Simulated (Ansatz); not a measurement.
# Sn in Ansatz: the effect of functional

Crystal: Sn.

```
Sn
1.0
    -1.76040    1.81037    2.38420
     1.76040   -1.81037    2.38420
     1.76040    1.81037   -2.38420
Sn
1
Cartesian
  0.0000 0.0000 0.0000
```

This isn't the form of Sn at room conditions, which is tetragonal (white tin).

The cell isn't the ideal one: volume scaled by 1.06.

Alike in all runs:

* Program: Ansatz 0.2.0
* Task: single point
* Potentials or basis: Ansatz PAW
* k mesh: 11 × 11 × 11
* Occupations: fermi-dirac, width 0.05 eV
* Spin: no spin polarisation

Question: One run gave: pressure -6.6 GPa. Which functional did it use?
A. LDA
B. r2SCAN
C. PBEsol

Answer: A.

```tsv
functional	cutoff	pressure (GPa)
LDA	420 eV (not typed: the program's choice for these potentials)	-6.6
PBEsol	420 eV (not typed: the program's choice for these potentials)	-5.5
r2SCAN	500 eV (not typed: the program's choice for these potentials)	-4.3
```

Caveats: the PAW data sets come from PBE, with cores solved anew for the run's functional, which leaves a small shift of forces and pressure.
